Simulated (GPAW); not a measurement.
Runs of GPAW 26.7.0 on NiO. The structure is cubic, space group Fm-3m (No. 225). Conventional cell: a = 4.183 Å, b = 4.183 Å, c = 4.183 Å, α = 90.00°, β = 90.00°, γ = 90.00°. Ni (site symmetry m-3m) is surrounded by 6 O at 2.09 Å. O (site symmetry m-3m) is surrounded by 6 Ni at 2.09 Å. 

```csv
task,level,potentials or basis,spin,U,fixed moment (μB),k mesh,cutoff (eV),smearing,mesh quality,gap on the mesh (eV),pressure (GPa),moment (μB)
single point,LDA+U,"the program's PAW data sets (release 1.2.1) made for this functional, pw","collinear, zero start",Ni d U = 8 eV,-,8 × 8 × 8,800,gaussian 0.05 eV,not flagged,none,-22.2,0.00
electron localisation function,BP86,"PAW data sets generated in the run's folder for this functional, pw","collinear, ferromagnetic start",-,-,6 × 6 × 6,680,fermi-dirac 0.01 eV,coarse,none,-2.0,0.00
single point,LDA,"the program's PAW data sets (release 1.2.1) made for this functional, pw","collinear, ferromagnetic start",-,3.0,8 × 8 × 8,800,gaussian 0.05 eV,not flagged,-,(a),3.00
single point,LDA+U,"the program's PAW data sets (release 1.2.1) made for this functional, pw","collinear, ferromagnetic start",Ni d U = 8 eV,4.0,8 × 8 × 8,800,gaussian 0.05 eV,not flagged,-,73.3,4.00
```

Alike in all rows: cell as given.

Question: Estimate the missing entries.

Answer: (a) 19.0.

Caveats: some runs use coarse meshes; the stock nickel data set gives pressures a few GPa off other programs; the run has no moments, though such compounds are often magnetic (some runs); a magnetic state may lie lower (some runs); the total moment is fixed, so each spin has its own Fermi level (some runs); a cell with one magnetic atom can't hold antiferromagnetic order, which such compounds often take (some runs); the cutoff is short for stress and forces, so pressures can be off by a GPa or more (some runs); semilocal functionals often make such compounds metallic where correlation or magnetic order opens a gap, which also shifts bond lengths (some runs).

A gap of «none» marks a metal or a gap under the smearing width.

Runs at the PBE level aren't shown here.
